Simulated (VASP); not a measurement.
# Y (P6_3/mmc) in VASP: a series of runs

One crystal, Y, is run at these levels: PBEsol; tasks: single point.

All numbers are computed with VASP 6.6.1; they aren't measurements. Logs are shortened: lines on timing, memory, paths and dates and some standing lists are left out, and cuts for length are marked.

**1. The crystal as given**

It takes space group P6_3/mmc (No. 194, hexagonal). The conventional cell has a = 3.647 Å, b = 3.647 Å, c = 5.731 Å, α = 90.00°, β = 90.00°, γ = 120.00°. Y (site symmetry -6m2) is surrounded by 12 Y at 3.56 to 3.65 Å.

**2. Single point, PBEsol**

INCAR reads:

```
SYSTEM = Y
PREC = Accurate ; ENCUT = 300
EDIFF = 1E-6 ; ISMEAR = -1
SIGMA = 0.15 ; LREAL = .FALSE.
LASPH = .TRUE. ; NELM = 100
ALGO = Normal ; ISIF = 2
LWAVE = .FALSE. ; LCHARG = .FALSE.
GGA = PS ; ADDGRID = .FALSE.
```

KPOINTS reads:

```
regular mesh
0
G
  7 7 4
  0 0 0
```

POSCAR reads:

```
Y
1.0
    3.6474000000      0.0000000000      0.0000000000
   -1.8237000000      3.1587410578      0.0000000000
    0.0000000000      0.0000000000      5.7306000000
Y
2
Direct
    0.6666666667      0.3333333333      0.7500000000
    0.3333333333      0.6666666667      0.2500000000
```

Potentials or basis: VASP PAW PBE potentials, release 64 (Y_sv).

On the command line:

```sh
$ cat potpaw_PBE.64/Y_sv/POTCAR > POTCAR
$ mpirun -np 1 vasp_std > vasp.out
```

OUTCAR:

```text
SYSTEM = Y
   PREC = Accurate
   ENCUT = 300
   EDIFF = 1E-6
   ISMEAR = -1
   LREAL = .FALSE.
   LASPH = .TRUE.
   NELM = 100
   ISIF = 2
   GGA = PS

 Found     24 irreducible k-points:

 Following reciprocal coordinates:
            Coordinates               Weight
  0.000000  0.000000  0.000000      1.000000
  0.142857 -0.000000  0.000000      6.000000
  0.285714 -0.000000  0.000000      6.000000
  0.428571 -0.000000  0.000000      6.000000
  0.142857  0.142857  0.000000      6.000000
  0.285714  0.142857  0.000000     12.000000
   k-points           NKPTS =     24   k-points in BZ     NKDIM =     24   number of bands    NBANDS=     15
   number of dos      NEDOS =    301   number of ions     NIONS =      2
   total plane-waves  NPLWV =  18432
   dimension x,y,z NGX =    24 NGY =   24 NGZ =   32
   dimension x,y,z NGXF=    48 NGYF=   48 NGZF=   64
   ions per type =               2
   NGX,Y,Z   is equivalent  to a cutoff of  10.94, 10.94,  9.28 a.u.
   NGXF,Y,Z  is equivalent  to a cutoff of  21.88, 21.88, 18.57 a.u.
 SYSTEM =  Y
   PREC   = accura    normal or accurate (medium, high low for compatibility)
   ISTART =      0    job   : 0-new  1-cont  2-samecut
   ICHARG =      2    charge: 1-file 2-atom 10-const
   ISPIN  =      1    spin polarized calculation?
   LNONCOLLINEAR =      F non collinear calculations
   LSORBIT =      F    spin-orbit coupling
   LASPH  =      T    aspherical Exc in radial PAW
   ENCUT  =  300.0 eV  22.05 Ry    4.70 a.u.   5.15  5.15  8.09*2*pi/ulx,y,z
   NELM   =    100;   NELMIN=  2; NELMDL= -5     # of ELM steps
   EDIFF  = 0.1E-05   stopping-criterion for ELM
   LREAL  =      F    real-space projection
   EDIFFG = 0.1E-04   stopping-criterion for IOM
   NSW    =      0    number of steps for IOM
   IBRION =     -1    ionic relax: 0-MD 1-quasi-New 2-CG
   NFREE  =      0    steps in history (QN), initial steepest desc. (CG)
   ISIF   =      2    stress and relaxation
   ISYM   =      2    0-nonsym 1-usesym 2-fastsym
   POTIM  = 0.5000    time-step for ionic-motion
   TEBEG  =    0.0;   TEEND  =   0.0 temperature during run
   PSTRESS=    0.0 pullay stress
   NELECT =      22.0000    total number of electrons
   NUPDOWN=      -1.0000    fix difference up-down
   EMIN   =  10.00;   EMAX   =-10.00  energy-range for DOS
   EFERMI =   0.00;   METHOD = LEGACY
   ISMEAR =    -1;   SIGMA  =   0.15  broadening in eV -4-tet -1-fermi 0-gaus
   EFERMI_NEDOS =   21; number of points for ismear=-14 and -15
   IALGO  =     38    algorithm
   IMIX   =      4    mixing-type and parameters
     AMIX     =   0.40;   BMIX     =  1.00
     AMIX_MAG =   1.60;   BMIX_MAG =  1.00
  volume/ion in A,a.u.               =      33.01       222.77
  Fermi-wavevector in a.u.,A,eV,Ry     =   1.134967  2.144777 17.526345  1.288150
  Thomas-Fermi vector in A             =   2.271671
   LORBIT       =      0    0 simple, 1 ext, 2 COOP (PROOUT), +10 PAW based schemes
   GGA     = PS    functional components
   LHFCALC =     F    Hartree Fock is set to
   AEXX    =    0.0000 exact exchange contribution
   IVDW    =     0    specifies the selected vdW correction
   LEPSILON=     F    determine dielectric tensor
   LRPA    =     F    only Hartree local field effects (RPA)
 non-spin polarized calculation
  energy-cutoff  :      300.00
  volume of cell :       66.02
 maximum number of plane-waves:       796
 NGX is ok and might be reduce to    24
   NGX = 11   NGY = 11   NGZ = 17

 number of electron      22.0000008 magnetization

 Free energy of the ion-electron system (eV)
  ---------------------------------------------------
  ext. energy  EPLUGINS =         0.00000000
  ---------------------------------------------------
  free energy    TOTEN  =       -13.74660439 eV

  energy without entropy =      -13.49707449  energy(sigma->0) =      -13.62183944

 E-fermi :   2.8674     XC(G=0):  -9.5133

 val. band max:        2.8456435430   @ k =   0.4286  -0.0000   0.2500
 cond. band min:       2.9031249718   @ k =   0.2857   0.2857   0.5000
 fundamental gap:      0.0574814287
 Fermi energy:         2.8673867775

 k-point     1 :       0.0000    0.0000    0.0000
  band No.  band energies     occupation
      1     -39.7427      2.00000
      2     -39.6706      2.00000
      3     -20.0397      2.00000
      4     -19.5626      2.00000
      5     -19.5626      2.00000
      6     -19.4742      2.00000
      7     -19.4742      2.00000
      8     -19.4478      2.00000
      9      -1.8267      2.00000
     10       1.0007      1.99999
     11       3.7390      0.00597
     12       4.6036      0.00002
     13       4.6036      0.00002
     14       4.8859      0.00000
     15       5.2014      0.00000

 k-point     2 :       0.1429   -0.0000    0.0000
  band No.  band energies     occupation
      1     -39.7330      2.00000
      2     -39.6672      2.00000
      3     -20.0045      2.00000
      4     -19.6327      2.00000
      5     -19.5860      2.00000
      6     -19.5472      2.00000
      7     -19.4837      2.00000
      8     -19.4648      2.00000
      9      -1.4029      2.00000
     10       1.3897      1.99989
     11       3.3370      0.08373
     12       3.8632      0.00261
     13       4.7755      0.00001
     14       5.0027      0.00000
     15       5.1822      0.00000

 k-point     3 :       0.2857   -0.0000    0.0000
  band No.  band energies     occupation
      1     -39.7098      2.00000
      2     -39.6611      2.00000
      3     -19.9131      2.00000
      4     -19.7913      2.00000
      5     -19.7023      2.00000
      6     -19.6356      2.00000
      7     -19.5147      2.00000
      8     -19.5075      2.00000
      9      -0.3023      2.00000
     10       2.0274      1.99263
     11       2.6029      1.70730
     12       3.1051      0.34023
     13       4.3249      0.00012
     14       4.6040      0.00002
     15       4.7163      0.00001

 k-point     4 :       0.4286   -0.0000    0.0000
  band No.  band energies     occupation
      1     -39.6877      2.00000
      2     -39.6596      2.00000
      3     -19.9186      2.00000
      4     -19.8191      2.00000
      5     -19.8114      2.00000
      6     -19.6732      2.00000
      7     -19.5829      2.00000
      8     -19.5282      2.00000
      9       0.9090      2.00000
     10       1.8136      1.99822
     11       2.1181      1.98655
     12       2.8136      1.17737
     13       4.2810      0.00016
     14       4.3708      0.00009
     15       4.7862      0.00001

 k-point     5 :       0.1429    0.1429    0.0000
  band No.  band energies     occupation
      1     -39.7165      2.00000
      2     -39.6625      2.00000
      3     -19.9409      2.00000
      4     -19.7198      2.00000
      5     -19.6966      2.00000
      6     -19.5962      2.00000
      7     -19.5184      2.00000
      8     -19.4985      2.00000
      9      -0.6289      2.00000
     10       1.9992      1.99389
     11       2.8217      1.15126
     12       3.1743      0.22883
     13       4.3506      0.00010
     14       4.5181      0.00003
     15       5.0453      0.00000

 k-point     6 :       0.2857    0.1429    0.0000
  band No.  band energies     occupation
      1     -39.6932      2.00000
      2     -39.6593      2.00000
      3     -19.8536      2.00000
      4     -19.8393      2.00000
      5     -19.7880      2.00000
      6     -19.6730      2.00000
      7     -19.5625      2.00000
      8     -19.5608      2.00000
      9       0.6134      2.00000
     10       2.2475      1.96842
     11       2.3087      1.95288
     12       2.7538      1.36165
     13       4.0945      0.00056
     14       4.4779      0.00004
     15       4.5465      0.00003

 [... further k-points ...]

------------------------ aborting loop because EDIFF is reached ----------------------------------------

  FORCE on cell =-STRESS in cart. coord.  units (eV):
  Direction    XX          YY          ZZ          XY          YZ          ZX
  --------------------------------------------------------------------------------------
  -------------------------------------------------------------------------------------
  Total       -0.8499621     -0.8499621     -0.9271377     -0.0000000     -0.0000000      0.0000000
  in kB      -20.6258865    -20.6258865    -22.4986940     -0.0000000     -0.0000000      0.0000000
  external PRESSURE =     -21.2501556 kB  Pullay stress =       0.0000000 kB

 VOLUME and BASIS-vectors are now :
 -----------------------------------------------------------------------------
  energy-cutoff  :      300.00
  volume of cell :       66.02
      direct lattice vectors                 reciprocal lattice vectors
     3.647400000  0.000000000  0.000000000     0.274167900  0.158290911  0.000000000
    -1.823700000  3.158741058  0.000000000     0.000000000  0.316581822  0.000000000
     0.000000000  0.000000000  5.730600000     0.000000000  0.000000000  0.174501797

 POSITION                                       TOTAL-FORCE (eV/Angst)
 -----------------------------------------------------------------------------------
      1.82370      1.05291      4.29795        -0.000000      0.000000      0.000000
     -0.00000      2.10583      1.43265         0.000000     -0.000000      0.000000
 -----------------------------------------------------------------------------------
    total drift:                               -0.000000      0.000000     -0.000000

  FREE ENERGIE OF THE ION-ELECTRON SYSTEM (eV)
  ---------------------------------------------------
  free  energy   TOTEN  =       -13.7466043920 eV

  energy  without entropy=      -13.4970744913  energy(sigma->0) =      -13.62183944
```

Wall time 14 s (1 thread of Intel Xeon Platinum 8488C (Sapphire Rapids), shared host); peak memory 0.15 GiB.

These settings aren't checked as converged: the numbers below hold their error.

What came out:

- Free energy: -13.7466 eV
- Pressure: -2.1 GPa
- Band gap on the k mesh: none (metal or under the smearing width)

Caveat: the PAW data sets were made with another functional, which shifts forces and pressure a little.

(Continued in part 2 of 2.)
